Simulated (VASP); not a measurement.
Output of a VASP run:

OUTCAR:
```
 ion  position               nearest neighbor table
   1  0.000  0.000  0.000-   3 2.43   3 2.43   3 2.43   2 2.43   2 2.43   2 2.43   3 2.43   2 2.43
  LATTYP: Found a face centered cubic cell.
 ALAT       =     5.6196512086
 Subroutine PRICEL returns:
 Original cell was already a primitive cell.
 Subroutine GETGRP returns: Found 48 space group operations
The static configuration has the point symmetry O_h .
The dynamic configuration has the point symmetry O_h .
 Subroutine INISYM returns: Found 48 space group operations
 Subroutine IBZKPT returns following result:
 Found     20 irreducible k-points:

 Following reciprocal coordinates:
            Coordinates               Weight
  0.000000  0.000000  0.000000      1.000000
  0.142857  0.000000  0.000000      8.000000
  0.285714  0.000000  0.000000      8.000000
  0.428571  0.000000  0.000000      8.000000
  0.142857  0.142857  0.000000      6.000000
  0.285714  0.142857  0.000000     24.000000
  0.428571  0.142857  0.000000     24.000000
 -0.428571  0.142857  0.000000     24.000000
 -0.285714  0.142857  0.000000     24.000000
 -0.142857  0.142857  0.000000     12.000000
  0.285714  0.285714  0.000000      6.000000
  0.428571  0.285714  0.000000     24.000000
 -0.428571  0.285714  0.000000     24.000000
 -0.285714  0.285714  0.000000     12.000000
  0.428571  0.428571  0.000000      6.000000
 -0.428571  0.428571  0.000000     12.000000
  0.428571  0.285714  0.142857     24.000000
 -0.428571  0.285714  0.142857     48.000000
 -0.428571  0.428571  0.142857     24.000000
 -0.285714  0.428571  0.142857     24.000000
   k-points           NKPTS =     20   k-points in BZ     NKDIM =     20   number of bands    NBANDS=     16
   number of dos      NEDOS =    301   number of ions     NIONS =      3
   total plane-waves  NPLWV =  27000
   dimension x,y,z NGX =    30 NGY =   30 NGZ =   30
   dimension x,y,z NGXF=    60 NGYF=   60 NGZF=   60
   ions per type =               1   2
   PREC   = accura    normal or accurate (medium, high low for compatibility)
   ISTART =      0    job   : 0-new  1-cont  2-samecut
   ICHARG =      2    charge: 1-file 2-atom 10-const
   ISPIN  =      1    spin polarized calculation?
   LNONCOLLINEAR =      F non collinear calculations
   LSORBIT =      F    spin-orbit coupling
   INIWAV =      1    electr: 0-lowe 1-rand  2-diag
   ENCUT  =  520.0 eV  38.22 Ry    6.18 a.u.   7.39  7.39  7.39*2*pi/ulx,y,z
   NELM   =    100;   NELMIN=  2; NELMDL= -5     # of ELM steps
   EDIFF  = 0.1E-06   stopping-criterion for ELM
   LREAL  =      F    real-space projection
   NLSPLINE    = F    spline interpolate recip. space projectors
   LMAXMIX     =    4 max onsite mixed and CHGCAR
   VOSKOWN=      0    Vosko Wilk Nusair interpolation
   EDIFFG = 0.1E-05   stopping-criterion for IOM
   NSW    =      0    number of steps for IOM
   NBLOCK =      1;   KBLOCK =      1    inner block; outer block
   IBRION =     -1    ionic relax: 0-MD 1-quasi-New 2-CG
   NFREE  =      0    steps in history (QN), initial steepest desc. (CG)
   ISIF   =      2    stress and relaxation
   ISYM   =      2    0-nonsym 1-usesym 2-fastsym
   TEIN   =    0.0    initial temperature
   TEBEG  =    0.0;   TEEND  =   0.0 temperature during run
   SMASS  =  -3.00    Nose mass-parameter (am)
   PSTRESS=    0.0 pullay stress
   NELECT =      24.0000    total number of electrons
   EFERMI =   0.00;   METHOD = LEGACY
   ISMEAR =     0;   SIGMA  =   0.05  broadening in eV -4-tet -1-fermi 0-gaus
   IALGO  =     38    algorithm
   LDIAG  =      T    sub-space diagonalisation (order eigenvalues)
   IMIX   =      4    mixing-type and parameters
     AMIX     =   0.40;   BMIX     =  1.00
     AMIX_MAG =   1.60;   BMIX_MAG =  1.00
     AMIN     =   0.10
   GGA     = CA    functional components
   VOSKOWN =     0    Vosko Wilk Nusair interpolation
   LHFCALC =     F    Hartree Fock is set to
   LHFONE  =     F    Hartree Fock one center treatment
   AEXX    =    0.0000 exact exchange contribution
...
```

**OSZICAR**
```
       N       E                     dE             d eps       ncg     rms          rms(c)
DAV:   1     0.142007988473E+03    0.14201E+03   -0.14446E+04   640   0.150E+03
DAV:   2    -0.147839489891E+02   -0.15679E+03   -0.15354E+03   784   0.320E+02
DAV:   3    -0.199782270562E+02   -0.51943E+01   -0.51883E+01   928   0.599E+01
DAV:   4    -0.201231608203E+02   -0.14493E+00   -0.14493E+00   872   0.751E+00
DAV:   5    -0.201255607949E+02   -0.24000E-02   -0.24000E-02   904   0.830E-01    0.207E+01
DAV:   6    -0.186860401080E+02    0.14395E+01   -0.73380E+00   640   0.198E+01    0.178E+01
DAV:   7    -0.186375186062E+02    0.48522E-01   -0.20818E-01   880   0.426E+00    0.849E+00
DAV:   8    -0.186173092315E+02    0.20209E-01   -0.25479E-02   768   0.199E+00    0.979E-01
DAV:   9    -0.186184728136E+02   -0.11636E-02   -0.58704E-03   976   0.513E-01    0.469E-01
DAV:  10    -0.186186035506E+02   -0.13074E-03   -0.43825E-04   664   0.171E-01    0.125E-01
DAV:  11    -0.186186726938E+02   -0.69143E-04   -0.46782E-05   752   0.562E-02    0.197E-02
DAV:  12    -0.186186767938E+02   -0.41000E-05   -0.17083E-05   920   0.292E-02    0.674E-03
DAV:  13    -0.186186767817E+02    0.12182E-07   -0.11260E-06   816   0.922E-03    0.280E-03
DAV:  14    -0.186186767990E+02   -0.17311E-07   -0.41984E-08   560   0.179E-03
   1 F= -.18618677E+02 E0= -.18618677E+02  d E =-.320634E-18
```

### OUTCAR
```
------------------------ aborting loop because EDIFF is reached ----------------------------------------
  FORCE on cell =-STRESS in cart. coord.  units (eV):
  Direction    XX          YY          ZZ          XY          YZ          ZX
  --------------------------------------------------------------------------------------
  Total        0.7760520      0.7760520      0.7760520      0.0000000      0.0000000     -0.0000000
  in kB       28.0242071     28.0242071     28.0242071      0.0000000      0.0000000     -0.0000000
  external PRESSURE =      28.0242071 kB  Pullay stress =       0.0000000 kB
  volume of cell :       44.37
      direct lattice vectors                 reciprocal lattice vectors
     0.000000000  2.809825604  2.809825604    -0.177946987  0.177946987  0.177946987
     2.809825604  0.000000000  2.809825604     0.177946987 -0.177946987  0.177946987
     2.809825604  2.809825604  0.000000000     0.177946987  0.177946987 -0.177946987
 POSITION                                       TOTAL-FORCE (eV/Angst)
 -----------------------------------------------------------------------------------
      0.00000      0.00000      0.00000         0.000000     -0.000000     -0.000000
      1.40491      1.40491      1.40491        -0.000000     -0.000000     -0.000000
      4.21474      4.21474      4.21474         0.000000      0.000000      0.000000
 -----------------------------------------------------------------------------------
    total drift:                                0.000000     -0.000000      0.000000
  FREE ENERGIE OF THE ION-ELECTRON SYSTEM (eV)
  ---------------------------------------------------
  free  energy   TOTEN  =       -18.6186767990 eV

  energy  without entropy=      -18.6186767990  energy(sigma->0) =      -18.61867680
```
(Selected blocks of OUTCAR.)

### POSCAR
```
SrF2
1
    0.0000000000     2.8098256043     2.8098256043
    2.8098256043     0.0000000000     2.8098256043
    2.8098256043     2.8098256043     0.0000000000
Sr F
1 2
Direct
  0.0000000000   0.0000000000   0.0000000000
  0.2500000000   0.2500000000   0.2500000000
  0.7500000000   0.7500000000   0.7500000000
```

**Question.** Reconstruct the remaining input files.

**Answer.** This is not unique; one that fits is the input of the run itself, LDA (Ceperley-Alder, Perdew-Zunger), plane waves, VASP's LDA PAW potentials (set 64).

**KPOINTS**
```
kpoints
0
G
7 7 7
0 0 0
```

**INCAR**
```
SYSTEM = SrF2
PREC = Accurate
ENCUT = 520
EDIFF = 1E-7
NELM = 100
ALGO = Normal
LREAL = .FALSE.
LASPH = .TRUE.
ISMEAR = 0
SIGMA = 0.05
LMAXMIX = 4
LWAVE = .FALSE.
LCHARG = .FALSE.
ISIF = 2
```

POTCAR, in this order: Sr_sv F (LDA.64 set). Program: vasp_std.

The compound is SrF2 in the fluorite structure. This cell is one point of a volume scan, at 0.97 of the reference volume.
